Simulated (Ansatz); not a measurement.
# GaCuSe2 (I-42d) in Ansatz: reference runs

How does GaCuSe2 come out in PBE? The cell is run as given and disturbed.

Everything below comes from runs of Ansatz 0.2.0. Logs are shortened: lines on timing, memory, paths and dates and some standing lists are left out, and cuts for length are marked.

**Measured values to compare with.**

From “Growth and anisotropy of transport properties of CuGaSe2 single crystals”, 2018, pmc:6251020, for a bulk crystal of GaCuSe2: band gap 1.72 eV.

How close the calculation comes is told below.

### Step 1. The crystal as given

Symmetry: I-42d, No. 122, tetragonal system. Conventional cell: a = 5.619 Å, b = 5.619 Å, c = 11.026 Å, α = 90.00°, β = 90.00°, γ = 90.00°. Se (site symmetry 2) has 2 Ga at 2.42 Å and 2 Cu at 2.42 Å as nearest neighbours. Ga (site symmetry -4) is surrounded by 4 Se at 2.42 Å. Cu (site symmetry -4) has 4 Se at 2.42 Å as nearest neighbours.

### Step 2. Single point, PBE

Input file input.yaml:

```yaml
crystal:
  lattice:
    - [-2.80955, 2.80955, 5.513]
    - [2.80955, -2.80955, 5.513]
    - [2.80955, 2.80955, -5.513]
  atoms:
    - { symbol: Se, position: [0.12562, 0.625, 0.00062] }
    - { symbol: Se, position: [0.875, 0.87438, 0.49938] }
    - { symbol: Se, position: [0.62438, 0.125, 0.99938] }
    - { symbol: Se, position: [0.375, 0.37562, 0.50062] }
    - { symbol: Ga, position: [0.25, 0.75, 0.5] }
    - { symbol: Ga, position: [0.5, 0.5, 0.0] }
    - { symbol: Cu, position: [0.75, 0.25, 0.5] }
    - { symbol: Cu, position: [0.0, 0.0, 0.0] }
hamiltonian:
  xc: pbe
  pseudopotentials: { kind: paw }
kpoints:
  mp_grid: { grid: [7, 7, 7] }
scf:
  occupations: { method: fermi_dirac, width: 0.05 }
output:
  forces: true
  stress: true
  eigenvalues: true
```

Potentials or basis: Ansatz PAW.

Started as:

```console
$ ansatz run input.yaml --threads 4 --pin off --max-ram 11264MiB --backend cpu --events-out ev --progress --plain --runs-dir out
```

Standard output:

```text
Warning: RAYON_NUM_THREADS=4 ignored (pool sized by the plan → 4); use --threads N
Engine: ansatz 0.2.0, x86_64-unknown-linux-gnu
Pseudopotentials: kind: paw
Pseudopotential: Se, paw, valence charge 16, recommended cutoff 420 eV (normal), Se.paw.azcp
Pseudopotential: Ga, paw, valence charge 13, recommended cutoff 420 eV (normal), Ga.paw.azcp
Pseudopotential: Cu, paw, valence charge 19, recommended cutoff 420 eV (normal), Cu.paw.azcp
Functional definition: PBE
  parameter kappa = 0.804
  parameter beta = 0.06672455060314922
  exchange = pbe_x(kappa = kappa, mu = beta*pi^2/3)
  correlation = pbe_c(beta = beta)
Crystal: 8 atoms, lattice volume = 174.069 Å³
Basis set: ecut = 420 eV, 3451 PW (Γ), exchange–correlation on 96×96×96 points (8 copies of the dense FFT grid, shifted against one another)
Bands: 77, of which v1, the nominal top of the filled ones, is band 64 counted from 1 (63 counted from 0)
Symmetry: 8 space group operations
Space group: I-42d (ITA 122), of the structure as read, at distance tolerance 5.6e-5 Å
k-points: 40 of 343 (time reversal used)
Non-local potential: Se, projectors of the file, l = 0: 2, l = 1: 2, l = 2: 3, l = 3: 1
Non-local potential: Ga, projectors of the file, l = 0: 2, l = 1: 2, l = 2: 3, l = 3: 1
Non-local potential: Cu, projectors of the file, l = 0: 3, l = 1: 2, l = 2: 3, l = 3: 1
PAW form: soft (Blöchl's): semilocal exchange-correlation on the pseudo side does not see the compensation charge
PAW one-centre angular grid: Se, 590 points (default); XC on 64 Gauss nodes
PAW one-centre angular grid: Ga, 590 points (default); XC on 64 Gauss nodes
PAW one-centre angular grid: Cu, 590 points (default); XC on 64 Gauss nodes
Initial density: superposition of atomic densities (neutral atoms: chi_scale 0, normalization atom), corrected by the library's trained network
Initial wavefunctions: pseudopotential atomic-orbital guess
Functional: x = pbe(κ = 0.804, μ = 0.2195149727645171), c = pbe(β = 0.06672455060314922)
SCF iter   1: F=—  HF=-42696.439133 eV  |F-HF|=—  |Δ(HF+E_count)|=         —  Δρ=7.17e-4  dr2=1.03e-3  ethr=1.77e-3  ⟨swp⟩=6.0  Hψ=10826  notcnv=0  defer=3
preconditioner: auto → Resta (q_TF=auto, 2.592 Å⁻¹)  ε∞=4.8  [insulator: Δε(μ)=0.228 eV  Ē_g=12.251 eV  σ=0.050 eV  W_gap=0.79  n_scr=60 (ndim 8)  ℏωp=23.9 eV  f_vac=0.126  D(μ)=0.03/eV (n_scr^D=0)  ε∞_Penn≈4.8]
SCF iter   2: F=—  HF=-42696.439996 eV  |F-HF|=—  |Δ(HF+E_count)|=   8.64e-4  Δρ=4.41e-4  dr2=2.75e-4  ethr=8.05e-7  ⟨swp⟩=3.0  Hψ=6537  notcnv=0  defer=40
SCF iter   3: F=—  HF=-42696.440048 eV  |F-HF|=—  |Δ(HF+E_count)|=   5.18e-5  Δρ=4.37e-4  dr2=2.23e-4  ethr=2.15e-7  ⟨swp⟩=2.0  Hψ=5335  notcnv=0  defer=12
automatic band count: iteration 3 solves 74 bands in place of 77: the levels show a gap, and the empty bands left out lie too high to hold charge; the band table lists the bands solved (type scf.n_extra_bands for more)
SCF iter   4: F=—  HF=-42696.440037 eV  |F-HF|=—  |Δ(HF+E_count)|=   1.16e-5  Δρ=1.56e-4  dr2=2.72e-5  ethr=1.74e-7  ⟨swp⟩=2.0  Hψ=5330  notcnv=0  defer=12
SCF iter   5: F=—  HF=-42696.439983 eV  |F-HF|=—  |Δ(HF+E_count)|=   5.36e-5  Δρ=4.16e-5  dr2=2.28e-6  ethr=2.13e-8  ⟨swp⟩=2.0  Hψ=4283  notcnv=0  defer=12
SCF iter   6: F=—  HF=-42696.439985 eV  |F-HF|=—  |Δ(HF+E_count)|=   2.19e-6  Δρ=1.57e-5  dr2=4.41e-7  ethr=1.78e-9  ⟨swp⟩=2.0  Hψ=3880  notcnv=0  defer=12
SCF iter   7: F=-42696.439986 eV  HF=-42696.439986 eV  |F-HF|=3.09e-8  |Δ(HF+E_count)|=   6.72e-7  Δρ=4.95e-6  dr2=5.71e-8  ethr=7.81e-11  ⟨swp⟩=7.3  Hψ=12881  notcnv=0
SCF 1 converged in 7 iterations: F = -42696.439986 eV  dr2 = 5.71e-8
SCF converged after 7 iterations
Free energy (F): -42696.439986 eV
Harris-Foulkes:  -42696.439986 eV  (|F-HF|=3.09e-8)
Internal energy: -42696.439621 eV  (E = F + TS)
E sigma→0 (E₀):  -42696.439804 eV
Entropy (-TS):   -0.000365 eV (-0.046 meV/atom)
Fermi energy:    8.970804 eV
--- Per-component energies (eV) ---
  E_band       = -2617.538735
  E_kinetic    = 1307.967024
  E_local      = -24900.935416  (includes V_loc(G=0)·N_el)
  E_nonlocal   = -732.616834
  E_hartree    = 11664.558698
  E_xc         = -732.079535
  E_vxc        = -737.278214  (∫ρ·V_xc dr)
  E_paw        = -14967.226353  (= ΣΔE_a)
  E_vpaw       = -883.775995  (= ΣTr[D̂ρ^β])
  E_aug_tail   = -0.002024  (compensation charges beyond the density's cutoff)
  E_ewald      = -14336.105182
  E_smearing   = -0.000365  (= −TS)
  E_closure    = 0.000000  (closes the sum)
  Σ components = -42696.439986   (vs F -42696.439986, Δ=0.00e0)
--- Forces (eV/Å), atoms counted from 1 ---
  atom   1  Se    -0.00000000    -0.39156237    -0.00000000
  atom   2  Se     0.39156237    -0.00000000    -0.00000000
  atom   3  Se    -0.00000000     0.39156237     0.00000000
  atom   4  Se    -0.39156237    -0.00000000     0.00000000
  atom   5  Ga     0.00000000    -0.00000000     0.00000000
  atom   6  Ga     0.00000000     0.00000000     0.00000000
  atom   7  Cu     0.00000000     0.00000000     0.00000000
  atom   8  Cu     0.00000000    -0.00000000     0.00000000
  max |Σ_I F_I| component: 5.51e-17 eV/Å
--- Stress (GPa, compression-positive) ---
        2.786216       0.000000       0.000000
        0.000000       2.786216      -0.000000
        0.000000      -0.000000       2.962658
  P = ⅓ Tr σ = 2.8450 GPa (28.450 kbar)
--- Band table (eV; the first three rows and the last of 40) ---
  k-point 0: bands = ["-102.8591", "-102.8591", "-60.2745", "-60.2743", "-60.2524", "-60.2524", "-60.2524", "-60.2524", "-39.2289", "-39.2288", "-39.2288", "-39.2288", "-39.2269", "-39.2267", "-39.2265", "-39.2265", "-39.1708", "-39.1707", "-39.1706", "-39.1706", "-39.1403", "-39.1401", "-39.1398", "-39.1398", "-39.1283", "-39.1283", "-39.1283", "-39.1283", "-6.7663", "-6.7663", "-6.7658", "-6.6075", "-6.5925", "-6.5925", "-6.5462", "-6.5406", "-6.5371", "-6.5252", "-5.8132", "-4.1855", "-4.1855", "-4.1668", "1.0631", "2.4893", "3.8574", "4.1866", "4.2038", "4.5005", "4.5005", "5.2974", "5.2974", "5.6434", "5.6434", "5.7062", "6.7470", "6.7745", "6.8708", "7.1450", "7.1862", "7.1862", "7.2935", "8.6969", "8.6969", "8.8247", "9.0599", "10.7332", "11.1007", "12.8157", "12.8157", "13.1661", "13.5952", "13.6532", "13.6532", "13.8939"]
  k-point 1: bands = ["-102.8591", "-102.8590", "-60.2744", "-60.2743", "-60.2524", "-60.2524", "-60.2524", "-60.2524", "-39.2289", "-39.2288", "-39.2288", "-39.2288", "-39.2268", "-39.2267", "-39.2265", "-39.2265", "-39.1708", "-39.1706", "-39.1706", "-39.1706", "-39.1402", "-39.1400", "-39.1399", "-39.1399", "-39.1283", "-39.1283", "-39.1283", "-39.1282", "-6.7717", "-6.7688", "-6.7601", "-6.6106", "-6.6049", "-6.5936", "-6.5450", "-6.5396", "-6.5370", "-6.5257", "-5.6917", "-4.2727", "-4.2533", "-4.1685", "1.1539", "2.4109", "3.6951", "4.1133", "4.3021", "4.4758", "4.8776", "5.2961", "5.3042", "5.3889", "5.6518", "5.7715", "6.7899", "6.8360", "6.9133", "6.9983", "7.1141", "7.3749", "7.3782", "7.8289", "8.5484", "8.6437", "10.0286", "10.9809", "11.7235", "12.5904", "12.7285", "13.1008", "13.4730", "13.5710", "13.8721", "14.3151"]
  k-point 2: bands = ["-102.8591", "-102.8590", "-60.2744", "-60.2743", "-60.2524", "-60.2524", "-60.2524", "-60.2524", "-39.2289", "-39.2288", "-39.2288", "-39.2288", "-39.2267", "-39.2266", "-39.2266", "-39.2266", "-39.1707", "-39.1706", "-39.1706", "-39.1706", "-39.1401", "-39.1400", "-39.1399", "-39.1399", "-39.1283", "-39.1283", "-39.1282", "-39.1282", "-6.7810", "-6.7740", "-6.7443", "-6.6431", "-6.6048", "-6.5963", "-6.5422", "-6.5371", "-6.5370", "-6.5274", "-5.3767", "-4.4671", "-4.3876", "-4.2158", "1.3188", "2.1108", "3.5164", "4.0030", "4.0678", "4.9255", "5.1053", "5.2621", "5.3632", "5.4910", "5.6876", "5.7818", "6.8632", "6.9196", "6.9551", "7.0045", "7.2413", "7.3678", "7.5871", "7.5945", "8.1412", "8.5012", "10.5875", "10.9989", "11.9732", "12.3630", "13.0814", "13.3000", "13.4235", "13.9304", "14.3065", "14.3817"]
  k-point 39: bands = ["-102.8590", "-102.8590", "-60.2744", "-60.2744", "-60.2524", "-60.2524", "-60.2523", "-60.2523", "-39.2288", "-39.2288", "-39.2288", "-39.2288", "-39.2268", "-39.2267", "-39.2265", "-39.2265", "-39.1707", "-39.1707", "-39.1706", "-39.1706", "-39.1402", "-39.1401", "-39.1399", "-39.1398", "-39.1283", "-39.1283", "-39.1283", "-39.1282", "-6.7741", "-6.7695", "-6.7143", "-6.7047", "-6.5871", "-6.5844", "-6.5475", "-6.5471", "-6.5277", "-6.5275", "-5.0518", "-5.0336", "-4.2904", "-4.2046", "1.7733", "1.8751", "4.1595", "4.2076", "4.7326", "5.0197", "5.0964", "5.1099", "5.2507", "5.4014", "5.5453", "5.5478", "6.7156", "6.8044", "6.9050", "6.9285", "7.3662", "7.5171", "7.5583", "7.7987", "7.8191", "7.9912", "10.6592", "10.8653", "10.9511", "11.1123", "12.0243", "12.0263", "12.7534", "12.8494", "14.9366", "15.1650"]
```

Run time: 9.8 s. Hardware: 4 threads of AMD EPYC 7R43 (Zen 3), shared host; peak memory 0.9 GiB.

What came out:

```
Free energy            : -42696.4400 eV
Pressure               : 2.8 GPa
Largest force          : 0.392 eV/Å
Band gap on the k mesh : 0.24 eV, direct
```

Forces in eV/Å, atoms in the order of the input:
```
Se   0.000 -0.392  0.000
Se   0.392  0.000  0.000
Se   0.000  0.392  0.000
Se  -0.392  0.000  0.000
Ga   0.000  0.000  0.000
Ga   0.000  0.000  0.000
Cu   0.000  0.000  0.000
Cu   0.000  0.000  0.000
```

Stress tensor (GPa, compression positive):
```
2.79 0.00 0.00
0.00 2.79 0.00
0.00 0.00 2.96
```

Levels at points of the mesh, in eV from the valence-band top:
```csv
k point,band 61,band 62,band 63,band 64,band 65,band 66,band 67,band 68
"(0.00, 0.00, 0.00)",-1.53,-0.13,-0.13,0.00,0.24,1.91,2.28,3.99
```

Caveat: odd divisions of the mesh miss points on the zone boundary, where band edges often lie, so the gap on the mesh can be too wide.

### Step 3. Single point, PBE (atoms moved at random, drawn with an rms of 0.05 Å)

Input file input.yaml:

```yaml
crystal:
  lattice:
    - [-2.80955, 2.80955, 5.513]
    - [2.80955, -2.80955, 5.513]
    - [2.80955, 2.80955, -5.513]
  atoms:
    - { symbol: Se, position: [0.122895, 0.621042, 0.000383] }
    - { symbol: Se, position: [0.866999, 0.870657, 0.499512] }
    - { symbol: Se, position: [0.623147, 0.12894, 1.006225] }
    - { symbol: Se, position: [0.378059, 0.369025, 0.499092] }
    - { symbol: Ga, position: [0.243011, 0.747604, 0.497501] }
    - { symbol: Ga, position: [0.510003, 0.496584, 0.013705] }
    - { symbol: Cu, position: [0.752501, 0.252765, 0.502127] }
    - { symbol: Cu, position: [-0.003971, 0.006131, 0.003679] }
hamiltonian:
  xc: pbe
  pseudopotentials: { kind: paw }
kpoints:
  mp_grid: { grid: [7, 7, 7] }
scf:
  occupations: { method: fermi_dirac, width: 0.05 }
output:
  forces: true
  stress: true
  eigenvalues: true
```

Potentials or basis: Ansatz PAW.

Started as:

```console
$ ansatz run input.yaml --threads 4 --pin off --max-ram 11264MiB --backend cpu --events-out ev --progress --plain --runs-dir out
```

It took 41 s on 4 threads of AMD EPYC 7R43 (Zen 3), shared host; peak memory 1.8 GiB.

Results (log left out):

```yaml
Free_energy: -42696.3839 eV
Pressure: 3.0 GPa
Largest_force: 0.930 eV/Å
Band_gap_on_the_k_mesh: 0.22 eV, direct
```

Forces in eV/Å, atoms in the order of the input:
```
Se   0.054 -0.269  0.286
Se   0.562  0.242  0.467
Se  -0.571  0.503 -0.370
Se   0.121  0.030 -0.161
Ga  -0.030  0.208 -0.084
Ga  -0.040 -0.918  0.141
Cu  -0.037  0.071 -0.170
Cu  -0.059  0.133 -0.109
```

Stress tensor (GPa, compression positive):
```
2.87 0.21 0.50
0.21 2.86 0.19
0.50 0.19 3.14
```

Levels at points of the mesh, in eV from the valence-band top:
| k point | band 60 | band 61 | band 62 | band 63 | band 64 | band 65 | band 66 | band 67 | band 68 | band 69 |
| --- | --- | --- | --- | --- | --- | --- | --- | --- | --- | --- |
| (0.00, 0.00, 0.00) | -1.65 | -1.56 | -0.14 | -0.12 | 0.00 | 0.22 | 1.88 | 2.22 | 3.95 | 4.00 |

Caveat: odd divisions of the mesh miss points on the zone boundary, where band edges often lie, so the gap on the mesh can be too wide.

### Step 4. How close it comes

Step 2. A measured gap of GaCuSe2 is 1.72 eV (“Growth and anisotropy of transport properties of CuGaSe2 single crystals”, 2018, pmc:6251020); the calculated 0.24 eV misses it by -1.48 eV. So large a miss can be the level of theory's own, or it may mean another phase, state or a wrong row. 2 values of this kind are on record in papers (1.7 to 1.72 eV); this one was drawn at random among those near their median. Spin-orbit coupling on Ga, Se is left out. The value is that of PBE, without temperature or zero-point motion. Semilocal functionals fall short of measured gaps as a rule.
